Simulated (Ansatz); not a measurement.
Level of theory: DFT PBE, scalar-relativistic, plane waves, PAW in Ansatz 0.2.0.

Settings: cutoff 420 eV, Γ-centred mesh 15×15×8 on the computed 2-atom cell, Gaussian smearing of 0.10 eV; no spin polarisation.

```
Ti
1.0
     3.07449    0.00000    0.00000
    -1.53724    2.66258    0.00000
     0.00000    0.00000    4.60259
Ti
2
Direct
  0.33333 0.66667 0.22866
  0.66667 0.33333 0.77134
```

Q: Is this geometry at equilibrium? Which atom feels the largest force?

A: It isn't. Atom 1 (Ti) feels (0.00, 0.00, 0.79) eV/Å, 0.794 eV/Å in size, and symmetry-related atoms feel the same size.

Q: Give all forces and the stress.

A:
| atom | Fx | Fy | Fz |
| --- | --- | --- | --- |
| Ti1 | 0.000 | 0.000 | 0.794 |
| Ti2 | 0.000 | 0.000 | -0.794 |
Stress (GPa, compression positive):
```
-8.58  0.00  0.00
 0.00 -8.58  0.00
 0.00  0.00 -1.14
```